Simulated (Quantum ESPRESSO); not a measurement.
Input of a Quantum ESPRESSO 7.5 run:

File pw.in:

```
&CONTROL
  calculation = 'scf'
  prefix = 'pwscf'
  outdir = './tmp'
  pseudo_dir = './pseudo'
  tprnfor = .true.
  tstress = .true.
  disk_io = 'nowf'
/
&SYSTEM
  ibrav = 0
  nat = 2
  ntyp = 2
  ecutwfc = 55
  ecutrho = 440
  nbnd = 20
  occupations = 'smearing'
  smearing = 'fd'
  degauss = 0.00367493
  nspin = 2
  starting_magnetization(1) = 0.0556
  starting_magnetization(2) = 0
/
&ELECTRONS
  conv_thr = 4d-10
  electron_maxstep = 120
  mixing_beta = 0.3
/
ATOMIC_SPECIES
Ni    58.6934 ni_pbe_v1.4.uspp.F.UPF
Al    26.9815 Al.pbe-n-kjpaw_psl.1.0.0.UPF
CELL_PARAMETERS angstrom
   2.3006810000   -1.3946800000    0.0000000000
   2.3006810000    1.3946800000    0.0000000000
  -1.3564510000    0.0000000000    3.8808380000
ATOMIC_POSITIONS crystal
Ni     0.4771020000    0.5108760000    0.5062950000
Al     0.0051240000    0.0119800000    0.0137590000
K_POINTS automatic
11 11 7 0 0 0
```

Potentials or basis: SSSP 1.3 efficiency PBE.

Launch:

```console
$ OMP_NUM_THREADS=1 mpirun -n 2 pw.x -nk 2 -in pw.in > pw.out
```

(1) Predict the band gap on the k mesh.

(2) Predict the pressure.

Results:

(1) none (metal or under the smearing width).

(2) 2.2 GPa.
